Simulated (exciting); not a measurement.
# PbSe (Clausthalite) (Fm-3m) in exciting: further runs

The runs below take PbSe (Clausthalite) through band structure, with PBE, LDA.

All numbers are computed with exciting (release sodium); they aren't measurements. Logs are shortened: lines on timing, memory, paths and dates and some standing lists are left out, and cuts for length are marked.

**Experimental background.**

From a printed reference work, monograph, for a bulk crystal of PbSe at 4.2 K: band gap 0.15 eV (direct).

The results are compared with them further down.

### 1 The structure

It takes space group Fm-3m (No. 225, cubic). Conventional cell: a = 6.121 Å, b = 6.121 Å, c = 6.121 Å, α = 90.00°, β = 90.00°, γ = 90.00°. Around Pb (site symmetry m-3m) lie 6 Se at 3.06 Å. Se (site symmetry m-3m) has 6 Pb at 3.06 Å as nearest neighbours.

### 2 Band structure, PBE

File input.xml:

```xml
<input>
  <title>PbSe</title>
  <structure speciespath="./" tshift="false">
    <crystal scale="1">
      <basevect>0.000000000000 5.783790263336 5.783790263336</basevect>
      <basevect>5.783790263336 0.000000000000 5.783790263336</basevect>
      <basevect>5.783790263336 5.783790263336 0.000000000000</basevect>
    </crystal>
    <species speciesfile="Pb.xml" rmt="2.3">
      <atom coord="0.000000000000 0.000000000000 0.000000000000"/>
    </species>
    <species speciesfile="Se.xml" rmt="2">
      <atom coord="0.500000000000 0.500000000000 0.500000000000"/>
    </species>
  </structure>
  <groundstate do="fromscratch" ngridk="8 8 8" rgkmax="9" gmaxvr="14" lmaxapw="10" lmaxmat="10" lmaxvr="8" xctype="GGA_PBE" stype="Fermi Dirac" swidth="0.00183747" nempty="10" ValenceRelativity="iora*" epsengy="1e-05" epspot="1e-05" maxscl="60" outputlevel="normal"/>
  <properties>
    <bandstructure>
      <plot1d>
        <path steps="80">
          <point coord="0 0 0" label="G"/>
          <point coord="0.5 0 0.5" label="X"/>
          <point coord="0.5 0.25 0.75" label="W"/>
          <point coord="0.375 0.375 0.75" label="K"/>
          <point coord="0 0 0" label="G"/>
          <point coord="0.5 0.5 0.5" label="L"/>
          <point coord="0.625 0.25 0.625" label="U"/>
          <point coord="0.5 0.25 0.75" label="W"/>
          <point coord="0.5 0.5 0.5" label="L"/>
          <point coord="0.375 0.375 0.75" label="K" breakafter="true"/>
          <point coord="0.625 0.25 0.625" label="U"/>
          <point coord="0.5 0 0.5" label="X"/>
        </path>
      </plot1d>
    </bandstructure>
  </properties>
</input>
```

Potentials or basis: all-electron LAPW+lo, shipped species files, valence relativity iora*.

Launch:

```
$ OMP_NUM_THREADS=1 exciting_smp
```

INFO.OUT:

```text
================================================================================
EXCITING SODIUM started
[... 10 lines left out ...]

 Lattice vectors (cartesian) :
      0.0000000000      5.7837902633      5.7837902633
      5.7837902633      0.0000000000      5.7837902633
      5.7837902633      5.7837902633      0.0000000000

 Reciprocal lattice vectors (cartesian) :
     -0.5431719531      0.5431719531      0.5431719531
      0.5431719531     -0.5431719531      0.5431719531
      0.5431719531      0.5431719531     -0.5431719531

 Unit cell volume                           :     386.9613621269
 Brillouin zone volume                      :       0.6410206230

 Species :    1 (Pb)
     parameters loaded from                 :    Pb.xml
     name                                   :    lead
     nuclear charge                         :     -82.00000000
     electronic charge                      :      82.00000000
     atomic mass                            :  377702.49410000
     muffin-tin radius                      :       2.30000000
     # of radial points in muffin-tin       :     450

     atomic positions (lattice) :
       1 :   0.00000000  0.00000000  0.00000000

 Species :    2 (Se)
     parameters loaded from                 :    Se.xml
     name                                   :    selenium
     nuclear charge                         :     -34.00000000
     electronic charge                      :      34.00000000
     atomic mass                            :  143935.27480000
     muffin-tin radius                      :       2.00000000
     # of radial points in muffin-tin       :     350

     atomic positions (lattice) :
       1 :   0.50000000  0.50000000  0.50000000

 Total number of atoms per unit cell        :       2

 Spin treatment                             :    spin-unpolarised

 Number of Bravais lattice symmetries       :      48
 Number of crystal symmetries               :      48

 k-point grid                               :       8    8    8
 Total number of k-points                   :      29
 k-point set is reduced with crystal symmetries

 R^MT_min * |G+k|_max (rgkmax)              :       9.00000000
 Species with R^MT_min                      :       2 (Se)
 Maximum |G+k| for APW functions            :       4.50000000
 Maximum |G| for potential and density      :      14.00000000

 G-vector grid sizes                        :      40    40    40
 Total number of G-vectors                  :   18053

 Maximum angular momentum used for
     APW functions                          :      10
     computing H and O matrix elements      :      10
     potential and density                  :       8
     inner part of muffin-tin               :       2

 Total nuclear charge                       :    -116.00000000
 Total electronic charge                    :     116.00000000
 Total core charge                          :      86.00000000
 Total valence charge                       :      30.00000000

 Number of empty states                     :      10
 Total number of valence states             :      26

 Maximum Hamiltonian size                   :     637
 Maximum number of plane-waves              :     609
 Total number of local-orbitals             :      28

 Exchange-correlation type                  :      20
     Perdew-Burke-Ernzerhof, Phys. Rev. Lett. 77, 3865 (1996)
     Generalised gradient approximation (GGA)

 Smearing scheme                            :    Fermi-Dirac
 Smearing width                             :       0.00183747

 Using multisecant Broyden potential mixing
[... 16 lines left out ...]
+ SCF iteration number :    1                                                  +
++++++++++++++++++++++++++++++++++++++++++++++++++++++++++++++++++++++++++++++++
 Total energy                               :    -23356.78293936
 _______________________________________________________________
 Fermi energy                               :         0.22012935
 Kinetic energy                             :     26861.49019553
 Coulomb energy                             :    -49739.81946949
 Exchange energy                            :      -471.73729572
 Correlation energy                         :        -6.71636968

 DOS at Fermi energy (states/Ha/cell)       :         0.04199817

 Electron charges :
     core                                   :        86.00000000
     core leakage                           :         0.01327495
     valence                                :        30.00000000
     interstitial                           :         5.63285922
     charge in muffin-tin spheres :
                  atom     1    Pb          :        78.91495841
                  atom     2    Se          :        31.45218237
     total charge in muffin-tins            :       110.36714078
     total charge                           :       116.00000000
[... 406 lines left out ...]
 Electron charges :
     core                                   :        86.00000000
     core leakage                           :         0.01308963
     valence                                :        30.00000000
     interstitial                           :         5.74793313
     charge in muffin-tin spheres :
                  atom     1    Pb          :        79.03356807
                  atom     2    Se          :        31.21849880
     total charge in muffin-tins            :       110.25206687
     total charge                           :       116.00000000

 RMS change in effective potential (target) :  0.172397E-08  ( 0.100000E-04)
 Absolute change in total energy   (target) :  0.354314E-06  ( 0.100000E-04)
 Charge distance                   (target) :  0.317000E-09  ( 0.100000E-04)

++++++++++++++++++++++++++++++++++++++++++++++++++++++++++++++++++++++++++++++++
| Convergency criteria checked for the last 2 iterations                       +
| Convergence targets achieved. Performing final SCF iteration                 +
++++++++++++++++++++++++++++++++++++++++++++++++++++++++++++++++++++++++++++++++
 Total energy                               :    -23358.94158928
 _______________________________________________________________
 Fermi energy                               :         0.22221257
 Kinetic energy                             :     26858.01439102
 Coulomb energy                             :    -49738.56941799
 Exchange energy                            :      -471.66748162
 Correlation energy                         :        -6.71908069

 DOS at Fermi energy (states/Ha/cell)       :         0.85465228

 Electron charges :
     core                                   :        86.00000000
     core leakage                           :         0.01308963
     valence                                :        30.00000000
     interstitial                           :         5.74793313
     charge in muffin-tin spheres :
                  atom     1    Pb          :        79.03356807
                  atom     2    Se          :        31.21849880
     total charge in muffin-tins            :       110.25206687
     total charge                           :       116.00000000

++++++++++++++++++++++++++++++++++++++++++++++++++++++++++++++++++++++++++++++++
[... 7 lines left out ...]

--------------------------------------------------------------------------------
- CAUTION! Warnings have been written in file WARNING.OUT !                    -
--------------------------------------------------------------------------------
================================================================================
| EXCITING SODIUM stopped                                                      =
================================================================================
```

WARNINGS.OUT:

```text
Inversion symmetry is present. Consider using input%groundstate%solver%type = "inversionsymmetry"
```

Wall time 4.2 min (1 thread of Arm Neoverse V2, shared host); peak memory 0.15 GiB.

What came out:

| Property | Result |
| --- | --- |
| Free energy | -635629.1822 eV |
| Band gap on the k mesh | 0.29 eV, direct |
| Band gap along the path | 0.29 eV, direct |
| All electrons inside the program's atomic spheres | Pb 79.03; Se 31.22 (radii Pb 2.3, Se 2.0 bohr) |

Levels at the corners of the path, in eV from the valence-band top:
```
point  band 12  band 13  band 14  band 15  band 16  band 17  band 18  band 19
    Γ    -6.32    -1.88    -1.88    -1.88     4.70     4.70     4.70     6.53
    X    -7.40    -4.98    -3.24    -3.24     3.71     5.60     5.60     6.04
    W    -8.03    -4.23    -4.23    -0.80     1.88     4.95     4.95     7.73
    K    -8.05    -4.58    -2.73    -2.40     3.39     4.01     5.43     5.83
    Γ    -6.32    -1.88    -1.88    -1.88     4.70     4.70     4.70     6.53
    L    -8.82    -1.47    -1.47     0.00     0.29     1.69     1.69     8.55
    U    -8.05    -4.58    -2.73    -2.40     3.39     4.01     5.43     5.83
    W    -8.03    -4.23    -4.23    -0.80     1.88     4.95     4.95     7.73
    L    -8.82    -1.47    -1.47     0.00     0.29     1.69     1.69     8.55
    K    -8.05    -4.58    -2.73    -2.40     3.39     4.01     5.43     5.83
    U    -8.05    -4.58    -2.73    -2.40     3.39     4.01     5.43     5.83
    X    -7.40    -4.98    -3.24    -3.24     3.71     5.60     5.60     6.04
```

Caveat: spin-orbit coupling is left out, which as a rule narrows the gap of such compounds by several tenths of an eV.

### 3 Band structure, LDA

Changes to input.xml since step 2:

```diff
@@ -15,3 +15,3 @@
   </structure>
-  <groundstate do="fromscratch" ngridk="8 8 8" rgkmax="9" gmaxvr="14" lmaxapw="10" lmaxmat="10" lmaxvr="8" xctype="GGA_PBE" stype="Fermi Dirac" swidth="0.00183747" nempty="10" ValenceRelativity="iora*" epsengy="1e-05" epspot="1e-05" maxscl="60" outputlevel="normal"/>
+  <groundstate do="fromscratch" ngridk="8 8 8" rgkmax="9" gmaxvr="14" lmaxapw="10" lmaxmat="10" lmaxvr="8" xctype="LDA_PW" stype="Fermi Dirac" swidth="0.00183747" nempty="10" ValenceRelativity="iora*" epsengy="1e-05" epspot="1e-05" maxscl="60" outputlevel="low"/>
   <properties>
@@ -35,2 +35,3 @@
     </bandstructure>
+    <dos nwdos="300" winddos="-0.6 0.5" inttype="tetra" ngrdos="100" nsmdos="1" lmirep="true"/>
   </properties>
```

Potentials or basis: all-electron LAPW+lo, shipped species files, valence relativity iora*.

Launch:

```
$ OMP_NUM_THREADS=1 exciting_smp
```

Run time: 3.8 min. Hardware: 1 thread of Arm Neoverse V2, shared host; peak memory 0.15 GiB.

It converged, with:

```yaml
Free_energy: -635237.1080 eV
Band_gap_on_the_k_mesh: 0.18 eV, direct
Band_gap_along_the_path: 0.18 eV, direct
```

Levels at the corners of the path, in eV from the valence-band top:
| point | band 12 | band 13 | band 14 | band 15 | band 16 | band 17 | band 18 | band 19 |
| --- | --- | --- | --- | --- | --- | --- | --- | --- |
| Γ | -6.43 | -1.84 | -1.84 | -1.84 | 4.62 | 4.62 | 4.62 | 6.53 |
| X | -7.49 | -4.98 | -3.21 | -3.21 | 3.67 | 5.53 | 5.53 | 5.96 |
| W | -8.11 | -4.22 | -4.22 | -0.76 | 1.80 | 4.90 | 4.90 | 7.68 |
| K | -8.13 | -4.57 | -2.70 | -2.40 | 3.33 | 3.96 | 5.37 | 5.78 |
| Γ | -6.43 | -1.84 | -1.84 | -1.84 | 4.62 | 4.62 | 4.62 | 6.53 |
| L | -8.88 | -1.41 | -1.41 | 0.00 | 0.18 | 1.63 | 1.63 | 8.45 |
| U | -8.13 | -4.57 | -2.70 | -2.40 | 3.33 | 3.96 | 5.37 | 5.78 |
| W | -8.11 | -4.22 | -4.22 | -0.76 | 1.80 | 4.90 | 4.90 | 7.68 |
| L | -8.88 | -1.41 | -1.41 | 0.00 | 0.18 | 1.63 | 1.63 | 8.45 |
| K | -8.13 | -4.57 | -2.70 | -2.40 | 3.33 | 3.96 | 5.37 | 5.78 |
| U | -8.13 | -4.57 | -2.70 | -2.40 | 3.33 | 3.96 | 5.37 | 5.78 |
| X | -7.49 | -4.98 | -3.21 | -3.21 | 3.67 | 5.53 | 5.53 | 5.96 |

States per cell in windows of 0.5 eV (zero at the valence-band top; states under -8 eV left out):
| from (eV) | total | Se2 p | Pb1 p | Pb1 s | Se2 s | Se2 d | Pb1 d |
| --- | --- | --- | --- | --- | --- | --- | --- |
| -8.0 | 0.51 | 0.01 | 0.00 | 0.23 | 0.04 | 0.00 | 0.00 |
| -7.5 | 0.12 | 0.00 | 0.00 | 0.05 | 0.02 | 0.00 | 0.00 |
| -7.0 | 0.04 | 0.00 | 0.00 | 0.02 | 0.01 | 0.00 | 0.00 |
| -6.5 | 0.00 | 0.00 | 0.00 | 0.00 | 0.00 | 0.00 | 0.00 |
| -6.0 | 0.00 | 0.00 | 0.00 | 0.00 | 0.00 | 0.00 | 0.00 |
| -5.5 | 0.00 | 0.00 | 0.00 | 0.00 | 0.00 | 0.00 | 0.00 |
| -5.0 | 0.14 | 0.03 | 0.01 | 0.00 | 0.00 | 0.00 | 0.00 |
| -4.5 | 0.37 | 0.08 | 0.03 | 0.00 | 0.00 | 0.00 | 0.00 |
| -4.0 | 0.48 | 0.12 | 0.04 | 0.01 | 0.00 | 0.00 | 0.00 |
| -3.5 | 0.78 | 0.21 | 0.06 | 0.01 | 0.00 | 0.00 | 0.00 |
| -3.0 | 0.89 | 0.26 | 0.06 | 0.01 | 0.00 | 0.00 | 0.01 |
| -2.5 | 0.97 | 0.31 | 0.05 | 0.02 | 0.00 | 0.00 | 0.01 |
| -2.0 | 0.95 | 0.35 | 0.04 | 0.02 | 0.00 | 0.00 | 0.01 |
| -1.5 | 0.69 | 0.24 | 0.02 | 0.05 | 0.00 | 0.00 | 0.01 |
| -1.0 | 0.68 | 0.23 | 0.02 | 0.07 | 0.01 | 0.00 | 0.01 |
| -0.5 | 0.05 | 0.02 | 0.00 | 0.01 | 0.00 | 0.00 | 0.00 |
| 0.0 | 0.01 | 0.00 | 0.00 | 0.00 | 0.00 | 0.00 | 0.00 |
| 0.5 | 0.12 | 0.01 | 0.02 | 0.00 | 0.01 | 0.00 | 0.00 |
| 1.0 | 0.43 | 0.03 | 0.08 | 0.00 | 0.03 | 0.00 | 0.00 |
| 1.5 | 0.67 | 0.04 | 0.15 | 0.01 | 0.03 | 0.01 | 0.00 |
| 2.0 | 0.64 | 0.05 | 0.15 | 0.01 | 0.01 | 0.01 | 0.00 |
| 2.5 | 0.63 | 0.07 | 0.14 | 0.01 | 0.01 | 0.01 | 0.00 |
| 3.0 | 0.70 | 0.10 | 0.14 | 0.01 | 0.01 | 0.01 | 0.00 |
| 3.5 | 0.86 | 0.13 | 0.14 | 0.01 | 0.00 | 0.02 | 0.01 |
| 4.0 | 1.05 | 0.20 | 0.17 | 0.01 | 0.00 | 0.02 | 0.01 |
| 4.5 | 0.63 | 0.15 | 0.10 | 0.00 | 0.00 | 0.01 | 0.00 |
| 5.0 | 0.43 | 0.09 | 0.07 | 0.00 | 0.00 | 0.01 | 0.01 |
| 5.5 | 0.42 | 0.05 | 0.06 | 0.00 | 0.00 | 0.01 | 0.01 |
| 6.0 | 0.42 | 0.01 | 0.04 | 0.00 | 0.00 | 0.01 | 0.01 |
| 6.5 | 0.40 | 0.01 | 0.04 | 0.00 | 0.00 | 0.01 | 0.01 |
| 7.0 | 0.51 | 0.01 | 0.04 | 0.00 | 0.00 | 0.02 | 0.02 |
| 7.5 | 0.46 | 0.01 | 0.03 | 0.00 | 0.00 | 0.02 | 0.02 |

Caveat: the tetrahedron DOS on this energy grid can lose part of the weight of narrow d or f bands; spin-orbit coupling is left out, which as a rule narrows the gap of such compounds by several tenths of an eV.

### 4 Comparison with measurements

Step 2. A measured gap of PbSe is 0.15 eV (direct; 4.2 K; a printed reference work, monograph); the calculated 0.29 eV misses it by +0.14 eV. 2 values of this kind are on record (0.15 to 0.28 eV); this one was drawn at random. Spin-orbit coupling on Pb, Se is left out. The value is that of PBE, without temperature or zero-point motion.

Step 3. A measured gap of PbSe is 0.15 eV (direct; 4.2 K; a printed reference work, monograph); the calculated 0.18 eV misses it by +0.03 eV. 2 values of this kind are on record (0.15 to 0.28 eV); this one was drawn at random. Spin-orbit coupling on Pb, Se is left out. The value is that of LDA, without temperature or zero-point motion.
